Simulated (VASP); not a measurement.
## VASP 6.6.1 run: SiC

INCAR

```
EDIFF = 1E-7
LASPH = .TRUE.
NBANDS = 16
NSW = 0
ISMEAR = 0
LWAVE = .FALSE.
PREC = Accurate
SIGMA = 0.01
ISIF = 2
IBRION = -1
ENCUT = 520
LCHARG = .FALSE.
GGA = PS
LMAXMIX = 4
LREAL = .FALSE.
NELM = 78
```

KPOINTS

```
KPOINTS created by Atomic Simulation Environment
0
Gamma
10 10 10
0 0 0
```

POSCAR

```
C  Si
 1.0000000000000000
     1.5415877826110078    0.8900361212533012    5.3212273213654262
    -1.5415877826110078    0.8900361212533012    5.3212273213654262
    -0.0000000000000000   -1.7800722425564093    5.3212273213570960
 C   Si
   2   2
Cartesian
  0.0000000000000001 -0.0000000000223728  7.1707433633570190
 -0.0000000000000001 -0.0000000000274342  8.7929386007309294
 -0.0000000000000001 -0.0000000000460952 14.7739735521944997
  0.0000000000000000 -0.0000000000037119  1.1897084118934480
```

The recommended PBE PAW datasets give the neutral cell 16 valence electrons.

Command

```
mpirun -np 1 vasp_std
```

OSZICAR

```
N       E                     dE             d eps       ncg     rms          rms(c)
DAV:   1     0.219929304729E+02    0.21993E+02   -0.69568E+03  3712   0.884E+02
DAV:   2    -0.307068653384E+02   -0.52700E+02   -0.47497E+02  5264   0.151E+02
DAV:   3    -0.331457344442E+02   -0.24389E+01   -0.24264E+01  4880   0.300E+01
DAV:   4    -0.331650405180E+02   -0.19306E-01   -0.19303E-01  4744   0.324E+00
DAV:   5    -0.331652526193E+02   -0.21210E-03   -0.21209E-03  5000   0.317E-01    0.107E+01
DAV:   6    -0.306233633290E+02    0.25419E+01   -0.38894E+00  4192   0.139E+01    0.518E+00
DAV:   7    -0.305253245310E+02    0.98039E-01   -0.90381E-01  4880   0.581E+00    0.241E+00
DAV:   8    -0.304907156291E+02    0.34609E-01   -0.44834E-02  4528   0.149E+00    0.614E-01
DAV:   9    -0.304887537659E+02    0.19619E-02   -0.75035E-03  4984   0.619E-01    0.111E-01
DAV:  10    -0.304887667634E+02   -0.12998E-04   -0.40905E-04  4568   0.150E-01    0.442E-02
DAV:  11    -0.304887839636E+02   -0.17200E-04   -0.55352E-05  5016   0.482E-02    0.208E-02
DAV:  12    -0.304887847356E+02   -0.77200E-06   -0.11277E-05  4784   0.214E-02    0.537E-03
DAV:  13    -0.304887844385E+02    0.29706E-06   -0.14769E-06  4888   0.834E-03    0.164E-03
DAV:  14    -0.304887844894E+02   -0.50826E-07   -0.12194E-07  3008   0.239E-03
   1 F= -.30488784E+02 E0= -.30488784E+02  d E =-.173404E-24
```

From OUTCAR

```
k-points           NKPTS =    116   k-points in BZ     NKDIM =    116   number of bands    NBANDS=     16

   NELECT =      16.0000    total number of electrons

   dimension x,y,z NGX =    42 NGY =   42 NGZ =   42
   dimension x,y,z NGXF=    84 NGYF=   84 NGZF=   84

  energy-cutoff  :      520.00
  volume of cell :       43.81
      direct lattice vectors                 reciprocal lattice vectors
     1.541587783  0.890036121  5.321227321     0.324340920  0.187258318  0.062642190
    -1.541587783  0.890036121  5.321227321    -0.324340920  0.187258318  0.062642190
     0.000000000 -1.780072243  5.321227321     0.000000000 -0.374516635  0.062642190

 k-points in reciprocal lattice and weights: KPOINTS created by Atomic Simulation Env
   0.00000000  0.00000000  0.00000000       0.001
   0.10000000  0.00000000 -0.00000000       0.006
   0.20000000  0.00000000 -0.00000000       0.006
   0.30000000  0.00000000 -0.00000000       0.006
   0.40000000  0.00000000  0.00000000       0.006
   0.50000000  0.00000000  0.00000000       0.003
   0.10000000  0.10000000  0.00000000       0.006
   0.20000000  0.10000000  0.00000000       0.012
   ...

 E-fermi :   8.4893

 k-point     1 :       0.0000    0.0000    0.0000
  band No.  band energies     occupation
      1      -8.0824      2.00000
      2      -4.1722      2.00000
      3      -1.1609      2.00000
      4       5.8239      2.00000
      5       5.8239      2.00000
      6       7.4507      2.00000
      7       8.4218      2.00000
      8       8.4218      2.00000
      9      11.8917      0.00000
     10      12.0960      0.00000
     11      14.4345      0.00000
     12      14.4345      0.00000
     13      14.7566      0.00000
     14      14.8346      0.00000
     15      14.8346      0.00000
     16      19.8207      0.00000

 k-point     2 :       0.1000    0.0000   -0.0000
  band No.  band energies     occupation
      1      -7.9170      2.00000
      2      -4.0293      2.00000
      3      -0.9885      2.00000
      4       5.0027      2.00000
      5       5.6248      2.00000
      6       7.3380      2.00000
      7       7.6254      2.00000
      8       8.1518      2.00000
      9      12.1875      0.00000
     10      12.5357      0.00000
     11      13.7590      0.00000
     12      14.5398      0.00000
     13      14.7379      0.00000
     14      15.2914      0.00000
     15      15.3765      0.00000
     16      19.7905      0.00000

 k-point     3 :       0.2000    0.0000   -0.0000
  band No.  band energies     occupation
      1      -7.4318      2.00000
      2      -3.6086      2.00000
      3      -0.5181      2.00000
      4       3.3289      2.00000
      5       5.1677      2.00000
      6       5.8815      2.00000
      7       6.9963      2.00000
      8       7.5645      2.00000
      9      11.8397      0.00000
     10      12.9627      0.00000
     11      13.2040      0.00000
     12      15.0760      0.00000
     13      15.3461      0.00000
     14      15.6338      0.00000
     15      16.7313      0.00000
     16      18.3450      0.00000

 ...

  Total       -0.0237114     -0.0237114     -0.3381159      0.0000000      0.0000000      0.0000000
  in kB       -0.8672196     -0.8672196    -12.3662269      0.0000000      0.0000000      0.0000000
  external PRESSURE =      -4.7002220 kB  Pullay stress =       0.0000000 kB

 POSITION                                       TOTAL-FORCE (eV/Angst)
 -----------------------------------------------------------------------------------
      0.00000     -0.00000      7.17074         0.000000     -0.000000      0.345178
      0.00000     -0.00000      8.79294         0.000000      0.000000     -0.345178
      0.00000     -0.00000     14.77397         0.000000     -0.000000      0.096100
      0.00000     -0.00000      1.18971         0.000000      0.000000     -0.096100
 -----------------------------------------------------------------------------------
    total drift:                               -0.000000     -0.000000      0.000000

  FREE ENERGIE OF THE ION-ELECTRON SYSTEM (eV)
  ---------------------------------------------------
  free  energy   TOTEN  =       -30.4887844894 eV

  energy  without entropy=      -30.4887844894  energy(sigma->0) =      -30.48878449
```

It converged. Results: gap between bands v and c on the k mesh 0.38 eV; least direct gap on the k mesh 1.70 eV; pressure -0.5 GPa; largest force 0.35 eV/Å. Band v is the last that the valence electrons fill when counted band by band, and c is the next.

For comparison, a separate PBEsol run of the intended cell, on usual settings and not on those above, gives a gap of 0.38 eV on its mesh and a pressure of -0.5 GPa.

The run above took about 85 s on one core of a shared host (Intel Xeon 6975P-C) and held 0.28 GiB at most.
